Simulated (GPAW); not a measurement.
The system is KF (Carobbiite).

```
CELL_PARAMETERS angstrom
0.00000 2.67185 2.67185
2.67185 0.00000 2.67185
2.67185 2.67185 0.00000
ATOMIC_POSITIONS crystal
K 0.00000 0.00000 0.00000
F 0.50000 0.50000 0.50000
```

Program: GPAW 26.7.0. Alike in all runs: no spin polarisation; cell as given; k mesh 9 × 9 × 9; cutoff (eV) 800.

Problem. Order these runs on this cell by their band gap on the k mesh, lowest first.
A. level RPBE; potentials or basis the program's PAW data sets (release 1.2.1) made for this functional, pw; smearing gaussian 0.02 eV
B. level PBEsol; potentials or basis PAW data sets generated in the run's folder for this functional, pw; smearing fermi-dirac 0.05 eV; band path GXWKGLUWLK,UX; band points 80
C. level LDA; potentials or basis the program's PAW data sets (release 1.2.1) made for this functional, pw; smearing gaussian 0.05 eV

Solution. C (5.80 eV), B (6.04 eV), A (6.51 eV).

Caveats: an odd mesh through Γ misses points on the zone boundary, where band edges often lie (some runs).
